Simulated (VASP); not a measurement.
KCl in VASP 6.6.1, single-point calculation

INCAR

```
ISIF = 2
ENCUT = 520
LREAL = .FALSE.
NSW = 0
LCHARG = .FALSE.
EDIFF = 1E-7
LASPH = .TRUE.
LWAVE = .FALSE.
PREC = Accurate
IBRION = -1
ISMEAR = -1
SIGMA = 0.02
NELM = 120
NBANDS = 10
GGA = PE
```

KPOINTS

```
KPOINTS created by Atomic Simulation Environment
0
Gamma
8 8 8
0 0 0
```

POSCAR

```
K  Cl
 1.0000000000000000
     0.0000000000000000    3.3329101772000000    3.3329101772000000
     3.3329101772000000    0.0000000000000000    3.3329101772000000
     3.3329101772000000    3.3329101772000000    0.0000000000000000
 K   Cl
   1   1
Cartesian
  0.0000000000000000  0.0000000000000000  0.0000000000000000
  3.3329101771999996  3.3329101771999996  3.3329101771999996
```

The recommended PBE PAW datasets give the neutral cell 16 valence electrons.

Command

```
mpirun -np 1 vasp_std
```

**Question.** How does this run end, and what does it give?

**Answer.** It converged. Results: gap between bands v and c on the k mesh 4.64 eV; least direct gap on the k mesh 4.64 eV; pressure -1.6 GPa. Band v is the last that the valence electrons fill when counted band by band, and c is the next.

OSZICAR

```
N       E                     dE             d eps       ncg     rms          rms(c)
DAV:   1     0.112388318034E+03    0.11239E+03   -0.72040E+03   580   0.140E+03
DAV:   2    -0.450880885377E+00   -0.11284E+03   -0.10819E+03   826   0.309E+02
DAV:   3    -0.689562900117E+01   -0.64447E+01   -0.64233E+01   682   0.732E+01
DAV:   4    -0.711740299262E+01   -0.22177E+00   -0.22133E+00  1038   0.123E+01
DAV:   5    -0.711848243295E+01   -0.10794E-02   -0.10793E-02   674   0.872E-01    0.281E+00
DAV:   6    -0.677000081660E+01    0.34848E+00   -0.74133E-01   638   0.486E+00    0.226E+00
DAV:   7    -0.674733039834E+01    0.22670E-01   -0.17104E-01   670   0.262E+00    0.136E+00
DAV:   8    -0.676126754962E+01   -0.13937E-01   -0.25050E-02   776   0.156E+00    0.196E-01
DAV:   9    -0.676286306822E+01   -0.15955E-02   -0.35949E-03   688   0.455E-01    0.113E-01
DAV:  10    -0.676351878302E+01   -0.65571E-03   -0.70596E-04   594   0.275E-01    0.147E-02
DAV:  11    -0.676354484795E+01   -0.26065E-04   -0.38406E-05   710   0.540E-02    0.831E-03
DAV:  12    -0.676354951450E+01   -0.46665E-05   -0.12057E-05   616   0.290E-02    0.243E-03
DAV:  13    -0.676354987723E+01   -0.36274E-06   -0.13451E-06   706   0.109E-02    0.121E-03
DAV:  14    -0.676355003695E+01   -0.15972E-06   -0.61961E-08   426   0.248E-03    0.213E-04
DAV:  15    -0.676355006011E+01   -0.23159E-07   -0.79039E-09   374   0.859E-04
   1 F= -.67635501E+01 E0= -.67635501E+01  d E =-.131951E-11
```

For comparison, a separate PBE run of the intended cell, on usual settings and not on those above, gives a gap of 4.64 eV on its mesh and a pressure of -1.6 GPa.
